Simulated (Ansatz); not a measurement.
Runs of Ansatz 0.2.0 on GaN. The structure is cubic, space group F-43m (No. 216). The conventional cell has a = 4.507 Å, b = 4.507 Å, c = 4.507 Å, α = 90.00°, β = 90.00°, γ = 90.00°. Ga (site symmetry -43m) is surrounded by 4 N at 1.95 Å. N (site symmetry -43m) is surrounded by 4 Ga at 1.95 Å. The cell is a database's computed one.

```csv
task,level,potentials or basis,cell,k mesh,cutoff (eV),smearing,basis error allowed,gap on the mesh (eV),pressure (GPa),relaxed volume (Å³/atom)
Born charges and dielectric tensor,PBEsol,all-electron PAW datasets made for the crystal,as given,10 × 10 × 10,490,fixed,-,1.68,-,-
band structure,revPBE,"all-electron LAPW, scalar-relativistic",as given,10 × 10 × 10,421,fermi-dirac 0.05 eV,0.001 eV/atom,1.76,(a),-
band structure,BLYP,"all-electron LAPW, scalar-relativistic",as given,10 × 10 × 10,422,fermi-dirac 0.05 eV,0.001 eV/atom,(c),(b),-
relaxation of cell and atoms,revPBE,"all-electron LAPW, scalar-relativistic",relaxed,10 × 10 × 10,-,fermi-dirac 0.05 eV,0.001 eV/atom,1.49,0.0,11.95
Born charges and dielectric tensor,LDA,all-electron PAW datasets made for the crystal,as given,10 × 10 × 10,490,fixed,-,1.74,-,-
relaxation of cell and atoms,revPBE+D3(BJ),"all-electron LAPW, scalar-relativistic",relaxed,10 × 10 × 10,-,fermi-dirac 0.05 eV,0.001 eV/atom,1.75,0.0,11.48
phonons,LDA,"all-electron LAPW, scalar-relativistic",as given,7 × 7 × 7,450,fermi-dirac 0.05 eV,0.001 eV/atom,1.74,-,-
elastic constants,PBEsol,"all-electron LAPW, scalar-relativistic",as given,7 × 7 × 7,450,fermi-dirac 0.05 eV,0.001 eV/atom,1.68,-1.1,-
```

Alike in all rows: no spin polarisation.

Question: Estimate the missing entries.

Answer: (a) 7.9; (b) 11.0; (c) 1.83.

Caveats: the program warned that the printed levels may be off, so bands, gaps and densities of states are rough (some runs).

A k mesh can miss the band edges, and the runs leave out spin-orbit coupling on Ga.

The runs don't all hold the same shells in valence.

Runs at the PBE level aren't shown here.
